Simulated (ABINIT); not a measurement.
The system is MoSe2.

```
Mo Se
1.0
     3.28800    0.00000    0.00000
    -1.64400    2.84749    0.00000
     0.00000    0.00000   12.90000
Mo Se
2 4
Direct
  0.66667 0.33333 0.75000
  0.33333 0.66667 0.25000
  0.66667 0.33333 0.37500
  0.33333 0.66667 0.87500
  0.66667 0.33333 0.12500
  0.33333 0.66667 0.62500
```

Base run:

| Quantity | Value |
| --- | --- |
| Program | ABINIT 10.8.3 (patched build) |
| Functional | PBE |
| Potentials or basis | JTH PAW PBE v2.0 |
| Cutoff | 408 eV |
| k mesh | 12 × 12 × 3 |
| Occupations | fermi-dirac, width 0.05 eV |
| Spin | no spin polarisation |

Its results: band gap on the k mesh 0.88 eV, indirect (least direct gap 1.38 eV); pressure 8.3 GPa; largest force 1.138 eV/Å.

Question: After a change of settings the same cell gave: band gap on the k mesh 1.02 eV, indirect (least direct gap 1.76 eV); pressure 8.3 GPa; largest force 1.137 eV/Å. Which change was it?
A. functional from PBE to PBEsol; k mesh from 12 × 12 × 3 to 7 × 7 × 2
B. k mesh from 12 × 12 × 3 to 7 × 7 × 2
C. functional from PBE to LDA; potentials or basis from JTH PAW PBE v2.0 to JTH PAW LDA v2.0

Answer: B.

Caveats: an odd mesh through Γ misses points on the zone boundary, where band edges often lie; the cell's inner coordinates are idealised or old, which leaves forces on the atoms; this functional lacks dispersion, which binds the layers, so the pressure and a relaxed spacing across them are unreliable.
